Squeezing rocksalt AlN: can stretched cells forecast the gap?

The question

Aluminium nitride in the rocksalt structure has six nitrogen neighbours around each aluminium atom, and six aluminium neighbours around each nitrogen. This is not wurtzite, the form found at ordinary pressure. It is a convenient solid for asking what compression does to a gap, because the crystal has only one length to change. If the gap is known in several stretched cells, how large will it be in two much smaller ones?

Ansatz 0.2.0 calculations for rocksalt AlN at fixed atomic positions: r2SCAN, scalar-relativistic, PAW, without spin polarization, with a 500 eV plane-wave cutoff and Gaussian smearing of 0.02 eV. Both gaps are Kohn-Sham gaps taken on the 10×10×10 k mesh of the two-atom cell.

```
volume (Å³/atom)  shortest distance (Å)  band gap (eV)  least direct gap (eV)
           7.481                  1.956              ?                      ?
           7.808                  1.984              ?                      ?
           8.559                  2.046          5.128                  5.950
           8.620                  2.050          5.058                  5.849
           9.044                  2.083          4.598                  5.177
           9.170                  2.093          4.468                  4.989
```

The volume V is counted per atom, and d is the shortest distance between Al and N. In this structure V equals d³, so either can serve as the measure of size. The band gap is the energy from the highest filled state to the lowest empty one, wherever in the crystal's wave-vector space the two lie. The least direct gap is the smallest such energy between states of the same wave vector.

What the stretched cells show

Both gaps shrink as the crystal expands, and the least direct gap shrinks faster. At 8.559 Å³ the two differ by 0.822 eV; at 9.170 Å³ the difference is down to 0.521 eV. Read in the other direction, compression should open both gaps and drive them apart.

The highest filled state lies at Γ, where the wave has the same phase in every cell. At 8.559, 9.044 and 9.170 Å³ the lowest empty state lies at X, a point on the boundary of the zone where the phase alternates from one atomic layer to the next. The band gap there is therefore indirect, from Γ to X. The least direct gap was traced to its place at 9.044 Å³, where it lies at Γ.

These four cells are all under tension, about 10 GPa at 8.559 Å³ and more in the larger ones. A forecast for the small cells is thus an extrapolation, probably across the volume at which the crystal is free of stress.

Why compression should open the gap

The filled states at the top of the valence band are mainly nitrogen 2p. The lowest empty state at Γ is an antibonding mixture of aluminium 3s and nitrogen 2s: the two orbitals meet with opposite sign, and the wave has a node between the atoms. Pushing the atoms together increases the overlap and makes that node more costly. The empty state rises relative to the filled ones.

A simple scaling argument suggests a form for the rise. If a wave pattern shrinks in proportion to the lattice, its slopes steepen as 1/d and its kinetic energy grows as 1/d². The usual estimate for the coupling between neighbouring orbitals follows the same power. With a constant a for what doesn't depend on distance and a strength b, this gives

gap = a + b/d²

Repulsion between overlapping orbitals can grow more steeply than that. A plain alternative is a gap that follows 1/d³, which is 1/V.

The phases also suggest why the gap at Γ should react more strongly. At Γ an aluminium s orbital meets all six neighbouring nitrogen s orbitals with the same sign. At X four meet it with one sign and two with the other, so that only a net two remain. As far as the empty state at X is built from such s orbitals, it should feel less of the repulsion. This count argues for the direction of the effect, not for its size.

Choosing between the two laws

In the step from 8.620 to 8.559 Å³, one per cent of compression opens the band gap by 98 meV and the least direct gap by 144 meV. These rates are not constant. They are larger there than in the most expanded step, between 9.170 and 9.044 Å³, and the amount of growth helps to tell the laws apart.

The rate for the least direct gap grows by 6.1 %, where the 1/V law demands 6.0 %. The rate for the band gap grows by 5.0 %, midway between that and the 4.0 % of the 1/d² law. I therefore take 1/V for the least direct gap. For the band gap, where the numbers don't decide, I keep the law with the scaling argument behind it.

Least-squares fits to the four known rows give, in eV with lengths in Å,

band gap = −9.555 + 61.44/d²

least direct gap = −8.477 + 123.5/V

The constants serve only to draw the curves and have no physical meaning of their own. As a worked case, take the least direct gap in the smallest cell, which was not part of the fit:

−8.477 + 123.5/7.481 = −8.477 + 16.51 = 8.03 eV

The forecast

For the error bar I take twice the difference between the two laws at the volume in question. This is a judgement about how far the curvature might drift, not a statistical interval.

At 7.808 Å³: band gap 6.06 ± 0.05 eV, least direct gap 7.34 ± 0.07 eV.

At 7.481 Å³: band gap 6.51 ± 0.10 eV, least direct gap 8.03 ± 0.14 eV.

In words, both small cells should have larger gaps than any of the stretched ones, and the smallest cell should have the largest. The two gaps should lie further apart than at 8.559 Å³, so the crystal should stay indirect. One risk is a change in the wave vector of a band edge, which would put a kink in the curve. A switch of the lowest empty state to Γ looks unlikely, since the state there rises faster than the one at X.

The computed values

The withheld rows as computed:

```
volume (Å³/atom)  shortest distance (Å)  band gap (eV)  least direct gap (eV)
           7.481                  1.956          5.835                  8.027
           7.808                  1.984          5.918                  7.338
```

The least direct gap agrees with the forecast to within 0.003 eV in both cells. The law found in the stretched cells carries over to these two compressed ones, where its error bar was much wider than needed.

The band gap fails. The forecast is too high by 0.14 eV at 7.808 Å³, nearly three times its error bar, and by 0.67 eV at 7.481 Å³, seven times its error bar. The order is wrong as well: the smallest cell has a slightly smaller band gap than its neighbour, not the largest of all.

Some of the qualitative forecast survives. Both cells do have larger gaps than the stretched ones, and both remain indirect. The two gaps have indeed moved apart, but at 7.481 Å³ by much more than foreseen: they differ by 2.19 eV instead of 1.52 eV. That excess comes entirely from the band gap.

Where the forecast broke

The success of one gap helps to locate the failure of the other. The least direct gap follows a single smooth curve through all six volumes, which suggests that it belongs to the same pair of states at Γ throughout. Had the filled or the empty state at Γ behaved strangely by itself, this curve would have shown it. The trouble must then lie with a band edge away from Γ.

The calculations also say where the band edges lie. In both small cells the highest filled state is still at Γ and the lowest empty one still at X, so no other point of the zone has taken over. Yet the gap rose ever faster as the stretched cells shrank, and between the two small cells it falls. A single state would have to turn round abruptly to do that. The natural reading is that a second empty state at X, which reacts to compression quite differently, has slipped below the one that set the gap in the stretched cells. The old state may well have gone on rising as forecast; it would simply no longer be the lowest.

Two states at the same wave vector can cross only if they differ in symmetry. If they are alike, they mix and keep apart. A sharp takeover would therefore need a newcomer of another kind than the old state, which climbs as one with s-type repulsion would. The cells lie too far apart to tell a sharp takeover from a gradual one, in which the two states mix.

My guess is a state with the symmetry of a d orbital whose four lobes lie within one atomic layer and point between the nitrogen neighbours. At X, symmetry keeps such a state free of s orbitals on either atom, so it escapes their repulsion. The wave vanishes on planes that run through every aluminium and every nitrogen atom, so it should sit mostly in the empty channels between the atoms, with only a small share in true atomic d orbitals. Keeping clear of the ions, it should rise slowly under compression, possibly more slowly than the nitrogen 2p states at the valence top, so relative to that top the state may even fall. The orbital make-up of the two states was not computed, so this is an expectation.

My forecast named a change of wave vector as a risk. It overlooked that another state can take over at the same wave vector, with no such change to give it away. The error bar measured the doubt about how one state moves with volume. It contained no allowance for another state taking its place.

Where the gap turns

The two compressed cells allow a rough estimate of the turning point, provided that both belong to the new state and that its energy changes evenly with volume. Between them the computed gap changes by 0.083 eV over 0.327 Å³, or 0.25 eV per Å³, and it grows with volume. The forecast for the old state falls by 0.45 eV over the same interval, or 1.4 eV per Å³. At 7.808 Å³ the forecast puts the old state 0.14 eV above the new one, so the two should meet at about

7.808 + 0.14/(0.25 + 1.4) ≈ 7.9 Å³

The band gap should therefore peak there, at roughly 5.9 eV. No cell between 7.808 and 8.559 Å³ tests this.

For practical use, the peak has to be compared with the relaxed crystal. The tension drops from 11.7 to 10.1 GPa between 8.620 and 8.559 Å³, and continuing that line to zero gives 8.19 Å³. The cell at 7.808 Å³ is under a pressure of about 16 GPa, and a straight line from it to the cell at 8.559 Å³ crosses zero at 8.27 Å³. Because the pressure curves upward on compression, the relaxed volume lies between the two, near 8.2 Å³. On this estimate a moderate squeeze still opens the band gap, but after about four per cent of compression, at a pressure somewhat below the 16 GPa of the cell at 7.808 Å³, the opening stops. A strain coefficient taken from the stretched side would then promise a gain that the crystal doesn't deliver.

Two limits apply to the values themselves. Energies were computed only on a grid of wave vectors. Γ and X belong to it, but a slightly lower empty state between grid points would go unseen, and the true band gap would then be a little smaller. Gaps from this functional, r2SCAN, also usually fall below measured ones, so the slopes deserve more trust than the absolute numbers. The turning point is less certain, because it depends on how the functional places the two states at X relative to each other.

Using the idea on another crystal

A band gap is a contest among several empty states, and each has its own response to volume. States with strong s-type repulsion between neighbours climb quickly under compression; some others climb slowly or even sink. For a related rocksalt solid, the safer course is to follow the lowest few empty states one by one, even where they share a wave vector, and to ask at each volume which is lowest. A smooth curve for the gap through a few cells can't tell you where the winner will change.
